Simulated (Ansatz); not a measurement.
The system is GaSb.

```
CELL_PARAMETERS angstrom
-2.75343 2.75343 1.59071
2.75343 -2.75343 1.59071
2.75343 2.75343 -1.59071
ATOMIC_POSITIONS crystal
Sb 0.00000 0.00000 0.00000
Ga 0.75000 0.25000 0.50000
```

Measurements of this composition are mostly on another form, of space group No. 216.

| Item | Value |
| --- | --- |
| Program | Ansatz 0.2.0 |
| Task | relaxation of cell and atoms |
| Functional | PBEsol0 |
| Potentials or basis | Ansatz PAW |
| Cutoff | 420 eV (not typed: the program's choice for these potentials) |
| k mesh | 5 × 5 × 5 |
| Occupations | fermi-dirac, width 0.05 eV |
| Spin | no spin polarisation |

At the start: volume 24.12 Å³/atom.

Problem. How do energy, volume and symmetry change on relaxing?

Solution. It ends after 5 steps and the volume is 22.51 Å³/atom (-6.7 %); space group I-4m2 (No. 119, to 0.05 Å).

The path:
| step | energy change (eV) | largest force (eV/Å) | volume (Å³) |
| --- | --- | --- | --- |
| 1 | 0.0000 | 0.0000 | 48.24 |
| 2 | -0.0324 | 0.0000 | 43.56 |
| 3 | -0.0421 | 0.0000 | 45.27 |
| 4 | -0.0425 | 0.0000 | 45.02 |
| 5 | -0.0412 | 0.0000 | 45.02 |

Final structure:
```cif
data_structure
_symmetry_space_group_name_H-M 'P 1'
_symmetry_Int_Tables_number 1
_cell_length_a 4.1064
_cell_length_b 4.1064
_cell_length_c 4.1064
_cell_angle_alpha 98.300
_cell_angle_beta 98.300
_cell_angle_gamma 135.340
_cell_volume 45.02
loop_
_atom_site_label
_atom_site_type_symbol
_atom_site_fract_x
_atom_site_fract_y
_atom_site_fract_z
_atom_site_occupancy
Sb1 Sb 0.00000 0.00000 0.00000 1
Ga1 Ga 0.75000 0.25000 0.50000 1
```

Caveat: the k mesh is coarse (spacing up to 0.46 Å⁻¹), so the values aren't converged, least of all with exact exchange; the plane-wave basis is chosen anew once the cell has moved, so the energies of steps on either side of that aren't comparable; the PAW data sets come from PBE, with cores solved anew for the run's functional, which leaves a small shift of forces and pressure.
